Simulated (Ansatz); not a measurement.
Deforming SnO2

```
CELL_PARAMETERS angstrom
4.73735 0.00000 0.00000
0.00000 4.73735 0.00000
0.00000 0.00000 3.18640
ATOMIC_POSITIONS crystal
Sn 0.00000 0.00000 0.00000
Sn 0.50000 0.50000 0.50000
O 0.30562 0.30562 0.00000
O 0.19438 0.80562 0.50000
O 0.69438 0.69438 0.00000
O 0.80562 0.19438 0.50000
```

Atom numbers follow the list: Sn1, Sn2, O3, O4, O5, O6.

The structure is an experimental refinement, used without relaxation.

Spin–orbit coupling is left out, though it moves levels of the heavy atoms by tenths of an eV or more.

The calculation used Ansatz 0.2.0, DFT, LDA, PAW with Ansatz's default frozen-core files, scalar-relativistic.

Settings: a Γ-centred 4×4×6 k mesh, Fermi–Dirac smearing of 0.03 eV, cutoff 420 eV, no spin polarisation; the PAW files were made with PBE, and the program remakes their frozen cores for this functional.

The unchanged cell is at -1.02 GPa.

x, y and z are the Cartesian axes of the cell as listed; fractional coordinates follow a strain, and an engineering shear is twice the off-diagonal strain component.

Vzz stands for the principal value of largest size of the field-gradient tensor, whatever its axis.

Spin–orbit coupling is left out, which moves gradients at and beside heavy atoms by some per cent and at worst by a factor of two.

Question: One change gave: energy change +6.5 meV/atom; stress change (xx, yy, zz, yz, xz, xy) 0.27, 0.27, 0.29, 2.32, 2.32, 4.16 GPa, compression positive; change of the force on O5 (-0.035, -0.035, 0.227) eV/Å; Vzz in 10²¹ V/m²: Sn1 5.58 → 6.12 (η = 0.27), Sn2 5.58 → -7.64 (η = 0.81), O3 -10.55 → -10.56 (η = 0.09), O4 -10.55 → -10.55 (η = 0.17); gap on the k mesh 1.11 → 1.11 eV. Which change was it?
A. equal xy, yz and zx engineering shear strains of +1 %
B. equal xy, yz and zx engineering shear strains of +3 %
C. equal xy, yz and zx engineering shear strains of -2 %

Answer: C. For equal xy, yz and zx engineering shear strains of +1 %: energy change +1.5 meV/atom; stress change (xx, yy, zz, yz, xz, xy) 0.07, 0.07, 0.07, -1.12, -1.12, -2.04 GPa, compression positive; change of the force on O3 (-0.027, -0.027, 0.103) eV/Å; Vzz in 10²¹ V/m²: Sn1 5.58 → 5.32 (η = 0.92), Sn2 5.58 → 6.42 (η = 0.33), O3 -10.55 → -10.55 (η = 0.15), O4 -10.55 → -10.56 (η = 0.11); gap on the k mesh 1.11 → 1.11 eV. For equal xy, yz and zx engineering shear strains of +3 %: energy change +13.9 meV/atom; stress change (xx, yy, zz, yz, xz, xy) 0.61, 0.61, 0.59, -3.28, -3.28, -6.01 GPa, compression positive; change of the force on O3 (-0.097, -0.097, 0.295) eV/Å; Vzz in 10²¹ V/m²: Sn1 5.58 → -6.65 (η = 0.45), Sn2 5.58 → 10.37 (η = 0.20), O3 -10.55 → -10.55 (η = 0.19), O4 -10.55 → -10.56 (η = 0.06); gap on the k mesh 1.11 → 1.11 eV.
